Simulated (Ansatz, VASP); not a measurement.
Al3Cu in VASP and in Ansatz

```
Al Cu
1.0
     2.77924    0.00000    0.00000
     0.00000    2.77924    0.00000
     0.00000    0.00000    6.83945
Al Cu
3 1
Direct
  0.00000 0.00000 0.50000
  0.50000 0.50000 0.21482
  0.50000 0.50000 0.78518
  0.00000 0.00000 0.00000
```

Alike in both runs: task single point; functional PBEsol; k mesh 16 × 16 × 6; occupations gaussian, width 0.1 eV; no spin polarisation.

|  | VASP | Ansatz |
| --- | --- | --- |
| version | VASP 6.6.1 | Ansatz 0.2.0 |
| potentials or method | VASP PAW PBE potentials, release 64 (Al, Cu) | scalar-relativistic, plane waves, PAW |
| plane-wave cutoff (eV) | 520 | 420 |
| valence electrons in the cell | 20 | 28 |

```tsv
	VASP	Ansatz	Ansatz less VASP
gap on the k mesh at the Fermi level (eV)	none	none	-
pressure (GPa)	15.0	14.8	-0.21
largest component of the traceless stress (GPa)	5.79	5.92	+0.128
rms of the force components (eV/Å)	0.306	0.301	-0.0056
```

Atom by atom the forces differ by 0.006 eV/Å (rms over components). A gap of «none» marks a metal or a gap that the smearing closes. The two sets of potentials don't hold the same shells in valence.

Caveats: so large a pressure means that the cell lies far from this level's equilibrium, or that cutoff or potentials fall short (VASP); the potentials were made for another functional, which shifts forces and pressure (VASP).
